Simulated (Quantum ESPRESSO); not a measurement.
# Nd (P6_3/mmc) in Quantum ESPRESSO: convergence with density cutoff

Aim: find how far density cutoff must go before the results for Nd settle, at PBE. This setting moves, with any that are tied to it; all else stays.

Everything below comes from runs of Quantum ESPRESSO 7.5. Logs are shortened: lines on timing, memory, paths and dates and some standing lists are left out, and cuts for length are marked.

## (1) Starting point

The structure is hexagonal, space group P6_3/mmc (No. 194). Conventional cell: a = 3.657 Å, b = 3.657 Å, c = 5.902 Å, α = 90.00°, β = 90.00°, γ = 120.00°. Nd (site symmetry -6m2) has 12 Nd at 3.63 to 3.66 Å as nearest neighbours.

This isn't the form of Nd at room conditions, which is double hcp.

## (2) With density cutoff 200 Ry

Input file pw.in:

```
&CONTROL
  calculation = 'scf'
  prefix = 'pwscf'
  outdir = './tmp'
  pseudo_dir = './pseudo'
  tprnfor = .true.
  tstress = .true.
  disk_io = 'nowf'
/
&SYSTEM
  ibrav = 0
  nat = 2
  ntyp = 1
  ecutwfc = 50
  ecutrho = 200
  nbnd = 24
  occupations = 'smearing'
  smearing = 'gaussian'
  degauss = 0.00734986
  nspin = 2
  starting_magnetization(1) = 0.2143
/
&ELECTRONS
  conv_thr = 4d-10
  electron_maxstep = 120
  mixing_beta = 0.3
/
ATOMIC_SPECIES
Nd   144.2420 Nd.GGA_PBE-JTH.UPF
CELL_PARAMETERS angstrom
   3.6570000000    0.0000000000    0.0000000000
  -1.8285000000    3.1670549016    0.0000000000
   0.0000000000    0.0000000000    5.9020000000
ATOMIC_POSITIONS crystal
Nd     0.6666666667    0.3333333333    0.7500000000
Nd     0.3333333333    0.6666666667    0.2500000000
K_POINTS automatic
8 8 5 0 0 0
```

Potentials or basis: JTH 2.0 PBE.

Launch:

```sh
$ OMP_NUM_THREADS=1 pw.x -in pw.in > pw.out
```

pw.out:

```text
This program is part of the open-source Quantum ESPRESSO suite
     for quantum simulation of materials; please cite
         "P. Giannozzi et al., J. Phys.:Condens. Matter 21 395502 (2009);
         "P. Giannozzi et al., J. Phys.:Condens. Matter 29 465901 (2017);
         "P. Giannozzi et al., J. Chem. Phys. 152 154105 (2020);
     in publications or presentations arising from this work. More details at

     file Nd.GGA_PBE-JTH.UPF: wavefunction(s)  6S 5P 0P 5D 0D 4F 0F renormalized
     Message from routine setup:
     using ibrav=0 with symmetry is DISCOURAGED, use correct ibrav instead

     G-vector sticks info
     --------------------
     sticks:   dense  smooth     PW     G-vecs:    dense   smooth      PW
     Sum         661     661    199                22011    22011    3537

     Using Slab Decomposition

     bravais-lattice index     =            0
     lattice parameter (alat)  =       6.9107  a.u.
     unit-cell volume          =     461.2925 (a.u.)^3
     number of atoms/cell      =            2
     number of atomic types    =            1
     number of electrons       =        28.00
     number of Kohn-Sham states=           24
     kinetic-energy cutoff     =      50.0000  Ry
     charge density cutoff     =     200.0000  Ry
     scf convergence threshold =      4.0E-10
     mixing beta               =       0.3000
     number of iterations used =            8  plain     mixing
     Exchange-correlation= SLA PW PBX PBC
                           (   1   4   3   4   0   0   0)

     celldm(1)=   6.910728  celldm(2)=   0.000000  celldm(3)=   0.000000
     celldm(4)=   0.000000  celldm(5)=   0.000000  celldm(6)=   0.000000

     crystal axes: (cart. coord. in units of alat)
               a(1) = (   1.000000   0.000000   0.000000 )
               a(2) = (  -0.500000   0.866025   0.000000 )
               a(3) = (   0.000000   0.000000   1.613891 )

     reciprocal axes: (cart. coord. in units 2 pi/alat)
               b(1) = (  1.000000  0.577350 -0.000000 )
               b(2) = (  0.000000  1.154701  0.000000 )
               b(3) = (  0.000000 -0.000000  0.619620 )

     PseudoPot. # 1 for Nd read from file:
     Nd.GGA_PBE-JTH.UPF
     Pseudo is Projector augmented-wave + core cor, Zval = 14.0
     Generated using ATOMPAW code
     Shape of augmentation charge: SINC**2
     Using radial grid of 1105 points,  8 beta functions with:
                l(1) =   0
                l(2) =   0
                l(3) =   1
                l(4) =   1
                l(5) =   2
                l(6) =   2
                l(7) =   3
                l(8) =   3
     Q(r) pseudized with 0 coefficients

     atomic species   valence    mass     pseudopotential
     Nd               14.00   144.24200     Nd( 1.00)

     Starting magnetic structure
     atomic species   magnetization
     Nd              0.214

     24 Sym. Ops., with inversion, found (12 have fractional translation)

   Cartesian axes

     site n.     atom                  positions (alat units)
         1        Nd     tau(   1) = (   0.5000000   0.2886751   1.2104184  )
         2        Nd     tau(   2) = (  -0.0000000   0.5773503   0.4034728  )

     number of k points=    30  Gaussian smearing, width (Ry)=  0.0073
                       cart. coord. in units 2pi/alat
        k(    1) = (   0.0000000   0.0000000   0.0000000), wk =   0.0031250
        k(    2) = (   0.0000000   0.0000000   0.1239241), wk =   0.0062500
        k(    3) = (   0.0000000   0.0000000   0.2478482), wk =   0.0062500
        k(    4) = (   0.0000000   0.1443376   0.0000000), wk =   0.0187500
        k(    5) = (   0.0000000   0.1443376   0.1239241), wk =   0.0375000
        k(    6) = (   0.0000000   0.1443376   0.2478482), wk =   0.0375000
[... 22 lines left out ...]
        k(   29) = (   0.2500000   0.5773503   0.1239241), wk =   0.0375000
        k(   30) = (   0.2500000   0.5773503   0.2478482), wk =   0.0375000

     Dense  grid:    22011 G-vectors     FFT dimensions: (  32,  32,  54)

     Generating pointlists ...
     new r_m :   0.4093 (alat units)  2.8285 (a.u.) for type    1

     Initial potential from superposition of free atoms

     starting charge      27.9876, renormalised to      28.0000
     Starting wfcs are   64 randomized atomic wfcs

     Self-consistent Calculation

     iteration #  1     ecut=    50.00 Ry     beta= 0.30
     Davidson diagonalization with overlap
     ethr =  1.00E-02,  avg # of iterations =  1.0

     Threshold (ethr) on eigenvalues was too large:
     Diagonalizing with lowered threshold

     Davidson diagonalization with overlap
     ethr =  3.82E-04,  avg # of iterations =  1.9

     total energy              =   -1074.59037216 Ry
     estimated scf accuracy    <       0.10234642 Ry

     total magnetization       =     8.18 Bohr mag/cell
     absolute magnetization    =     8.18 Bohr mag/cell

     iteration #  2     ecut=    50.00 Ry     beta= 0.30
     Davidson diagonalization with overlap
     ethr =  3.66E-04,  avg # of iterations =  3.2
[... 207 lines left out ...]
     total magnetization       =     8.05 Bohr mag/cell
     absolute magnetization    =     8.05 Bohr mag/cell

     iteration # 22     ecut=    50.00 Ry     beta= 0.30
     Davidson diagonalization with overlap
     ethr =  3.31E-12,  avg # of iterations =  4.4

     Magnetic moment per site  (integrated on atomic sphere of radius R)
     atom   1 (R=0.409)  charge= 12.5476  magn=  3.7161
     atom   2 (R=0.409)  charge= 12.5476  magn=  3.7161

     End of self-consistent calculation

 ------ SPIN UP ------------

          k = 0.0000 0.0000 0.0000 (  2755 PWs)   bands (ev):

   -25.5980 -25.4505  -7.3813  -6.4054  -6.4054  -6.2449  -6.2449  -6.1728
     7.8359   9.7623  11.4507  11.4950  11.4950  11.5886  11.6411  11.6411
    12.0482  12.0482  12.1062  12.1062  12.1345  12.1467  12.2965  12.5307

          k = 0.0000 0.0000 0.1239 (  2743 PWs)   bands (ev):

   -25.5842 -25.4649  -7.2770  -6.3903  -6.3903  -6.3016  -6.2605  -6.2605
     8.1401   9.7798  11.4673  11.5061  11.5061  11.5563  11.6214  11.6214
    12.0668  12.0668  12.1356  12.1381  12.1381  12.1455  12.2192  12.4414
[... 163 lines left out ...]
          k = 0.2500 0.5774 0.2478 (  2745 PWs)   bands (ev):

   -25.4289 -25.4226  -7.2177  -7.1821  -6.9137  -6.8125  -6.4433  -6.4008
    10.6706  10.9494  11.2839  11.3537  11.4290  11.4732  11.6063  11.6164
    11.7840  11.7954  11.8958  11.8962  12.2214  12.2504  12.3965  12.4269

 ------ SPIN DOWN ----------

          k = 0.0000 0.0000 0.0000 (  2755 PWs)   bands (ev):

   -23.9629 -23.8016  -6.0978  -5.0825  -5.0825  -4.9138  -4.9138  -4.8073
     8.6917  10.7801  13.6262  13.6607  13.7384  13.7384  13.7936  13.8153
    13.8153  13.9364  14.0766  14.0766  14.3650  14.3650  14.4139  14.4293

          k = 0.0000 0.0000 0.1239 (  2743 PWs)   bands (ev):

   -23.9479 -23.8173  -5.9870  -5.0666  -5.0666  -4.9458  -4.9302  -4.9302
     8.9993  10.7746  13.4970  13.5485  13.7159  13.7459  13.7459  13.8235
    13.8235  13.9916  14.0755  14.0755  14.3488  14.3488  14.4154  14.4279
[... 163 lines left out ...]
          k = 0.2500 0.5774 0.2478 (  2745 PWs)   bands (ev):

   -23.7773 -23.7705  -5.9404  -5.9003  -5.6311  -5.5230  -5.1005  -5.0544
    11.4856  11.8429  12.3944  12.4359  13.3355  13.4569  13.9027  13.9085
    14.0287  14.0989  14.1348  14.1740  14.2256  14.2670  14.3405  14.3693

     the Fermi energy is    11.8930 ev

!    total energy              =   -1074.74568195 Ry
     total all-electron energy =     -1074.745682 Ry
     estimated scf accuracy    <          1.7E-10 Ry
     smearing contrib. (-TS)   =      -0.00636855 Ry
     internal energy E=F+TS    =   -1074.73931340 Ry

     The total energy is F=E-TS. E is the sum of the following terms:
     one-electron contribution =     -50.52904702 Ry
     hartree contribution      =      46.20106221 Ry
     xc contribution           =     -27.90685655 Ry
     ewald contribution        =    -184.60737149 Ry
     one-center paw contrib.   =    -857.89710055 Ry

     total magnetization       =     8.05 Bohr mag/cell
     absolute magnetization    =     8.05 Bohr mag/cell

     convergence has been achieved in  22 iterations

     Forces acting on atoms (cartesian axes, Ry/au):

     atom    1 type  1   force =     0.00000000    0.00000000    0.00000000
     atom    2 type  1   force =    -0.00000000   -0.00000000    0.00000000

     Total force =     0.000000     Total SCF correction =     0.000000

     Computing stress (Cartesian axis) and pressure

          total   stress  (Ry/bohr**3)                   (kbar)     P=       -0.51
  -0.00001453  -0.00000000  -0.00000000           -2.14       -0.00       -0.00
  -0.00000000  -0.00001453   0.00000000           -0.00       -2.14        0.00
   0.00000000  -0.00000000   0.00001868            0.00       -0.00        2.75

=------------------------------------------------------------------------------=
   JOB DONE.
=------------------------------------------------------------------------------=
```

Wall time 4.6 min (1 thread of Arm Neoverse V1, shared host); peak memory 0.3 GiB.

What came out:

```yaml
Free_energy: -14622.6599 eV
Pressure: -0.1 GPa
Band_gap_on_the_k_mesh: none (metal or under the smearing width)
Net_moment: 8.05 μB per cell
Absolute_moment: 8.05 μB per cell
Site_moments: Nd +3.72 μB
Valence_electrons_inside_the_program's_atomic_spheres: Nd 12.55
```

## (3) With density cutoff 250 Ry

pw.in: that of step 2 with these lines changed.

```diff
@@ -14,3 +14,3 @@
   ecutwfc = 50
-  ecutrho = 200
+  ecutrho = 250
   nbnd = 24
```

Potentials or basis: JTH 2.0 PBE.

Launch:

```sh
$ OMP_NUM_THREADS=1 pw.x -in pw.in > pw.out
```

Run time: 4.7 min. Hardware: 1 thread of Arm Neoverse V1, shared host; peak memory 0.39 GiB.

Results:

* Free energy: -14622.6599 eV
* Pressure: -0.1 GPa
* Band gap on the k mesh: none (metal or under the smearing width)
* Net moment: 8.05 μB per cell
* Absolute moment: 8.05 μB per cell
* Site moments: Nd +3.72 μB
* Valence electrons inside the program's atomic spheres: Nd 12.55

## (4) With density cutoff 300 Ry

pw.in: that of step 3 with these lines changed.

```diff
@@ -14,3 +14,3 @@
   ecutwfc = 50
-  ecutrho = 250
+  ecutrho = 300
   nbnd = 24
```

Launch:

```sh
$ OMP_NUM_THREADS=1 pw.x -in pw.in > pw.out
```

Run time: 4.9 min. Hardware: 1 thread of Arm Neoverse V1, shared host; peak memory 0.48 GiB.

What came out:

```
Free energy                                           : -14622.6599 eV
Pressure                                              : -0.1 GPa
Band gap on the k mesh                                : none (metal or under the smearing width)
Net moment                                            : 8.05 μB per cell
Absolute moment                                       : 8.05 μB per cell
Site moments                                          : Nd +3.72 μB
Valence electrons inside the program's atomic spheres : Nd 12.55
```

## (5) With density cutoff 350 Ry

pw.in: that of step 4 with these lines changed.

```diff
@@ -14,3 +14,3 @@
   ecutwfc = 50
-  ecutrho = 300
+  ecutrho = 350
   nbnd = 24
```

Launch:

```sh
$ OMP_NUM_THREADS=1 pw.x -in pw.in > pw.out
```

It took 5.2 min on 1 thread of Arm Neoverse V1, shared host; peak memory 0.58 GiB.

What came out:

- Free energy: -14622.6599 eV
- Pressure: -0.1 GPa
- Band gap on the k mesh: none (metal or under the smearing width)
- Net moment: 8.05 μB per cell
- Absolute moment: 8.05 μB per cell
- Site moments: Nd +3.72 μB
- Valence electrons inside the program's atomic spheres: Nd 12.55

## (6) With density cutoff 400 Ry

pw.in: that of step 5 with these lines changed.

```diff
@@ -14,3 +14,3 @@
   ecutwfc = 50
-  ecutrho = 350
+  ecutrho = 400
   nbnd = 24
```

Potentials or basis: JTH 2.0 PBE.

Launch:

```sh
$ OMP_NUM_THREADS=1 pw.x -in pw.in > pw.out
```

Wall time 5.1 min (1 thread of Arm Neoverse V1, shared host); peak memory 0.69 GiB.

It converged, with:

```yaml
Free_energy: -14622.6599 eV
Pressure: -0.1 GPa
Band_gap_on_the_k_mesh: none (metal or under the smearing width)
Net_moment: 8.05 μB per cell
Absolute_moment: 8.05 μB per cell
Site_moments: Nd +3.72 μB
Valence_electrons_inside_the_program's_atomic_spheres: Nd 12.55
```

## (7) With density cutoff 500 Ry

pw.in: that of step 6 with these lines changed.

```diff
@@ -14,3 +14,3 @@
   ecutwfc = 50
-  ecutrho = 400
+  ecutrho = 500
   nbnd = 24
```

Launch:

```sh
$ OMP_NUM_THREADS=1 pw.x -in pw.in > pw.out
```

Run time: 5.5 min. Hardware: 1 thread of Arm Neoverse V1, shared host; peak memory 0.9 GiB.

It converged, with:

```yaml
Free_energy: -14622.6599 eV
Pressure: -0.1 GPa
Band_gap_on_the_k_mesh: none (metal or under the smearing width)
Net_moment: 8.05 μB per cell
Absolute_moment: 8.05 μB per cell
Site_moments: Nd +3.72 μB
Valence_electrons_inside_the_program's_atomic_spheres: Nd 12.55
```

## (8) With density cutoff 600 Ry

pw.in: that of step 7 with these lines changed.

```diff
@@ -14,3 +14,3 @@
   ecutwfc = 50
-  ecutrho = 500
+  ecutrho = 600
   nbnd = 24
```

Launch:

```sh
$ OMP_NUM_THREADS=1 pw.x -in pw.in > pw.out
```

Run time: 5.9 min. Hardware: 1 thread of Arm Neoverse V1, shared host; peak memory 1.1 GiB.

Results (log left out):

```yaml
Free_energy: -14622.6599 eV
Pressure: -0.1 GPa
Band_gap_on_the_k_mesh: none (metal or under the smearing width)
Net_moment: 8.05 μB per cell
Absolute_moment: 8.05 μB per cell
Site_moments: Nd +3.72 μB
Valence_electrons_inside_the_program's_atomic_spheres: Nd 12.55
```

## (9) With density cutoff 800 Ry

pw.in: that of step 8 with these lines changed.

```diff
@@ -14,3 +14,3 @@
   ecutwfc = 50
-  ecutrho = 600
+  ecutrho = 800
   nbnd = 24
```

Potentials or basis: JTH 2.0 PBE.

Launch:

```sh
$ OMP_NUM_THREADS=1 pw.x -in pw.in > pw.out
```

It took 7.4 min on 1 thread of Arm Neoverse V1, shared host; peak memory 1.7 GiB.

The run converged. Its results:

- Free energy: -14622.6599 eV
- Pressure: -0.1 GPa
- Band gap on the k mesh: none (metal or under the smearing width)
- Net moment: 8.05 μB per cell
- Absolute moment: 8.05 μB per cell
- Site moments: Nd +3.72 μB
- Valence electrons inside the program's atomic spheres: Nd 12.55

## (10) Result

```tsv
density cutoff	energy less the tightest run, at zero smearing (meV/atom)	SCF cycles	CPU time (s)	peak memory (GiB)
200 Ry	-0.03	22	280	0.3
250 Ry	-0.02	22	280	0.39
300 Ry	-0.02	22	300	0.48
350 Ry	-0.01	22	310	0.58
400 Ry	0.00	22	310	0.69
500 Ry	0.00	22	330	0.9
600 Ry	0.00	22	360	1.1
800 Ry	0.00	22	440	1.7
```

Against the tightest run, the energy stays within 1 meV/atom from 200 Ry on. The tightest run that finished is the yardstick and may itself not be fully converged.

Caveats: the magnetic or orbital state may not be the lowest; spin-orbit coupling is left out, which moves the levels of the heavy elements.
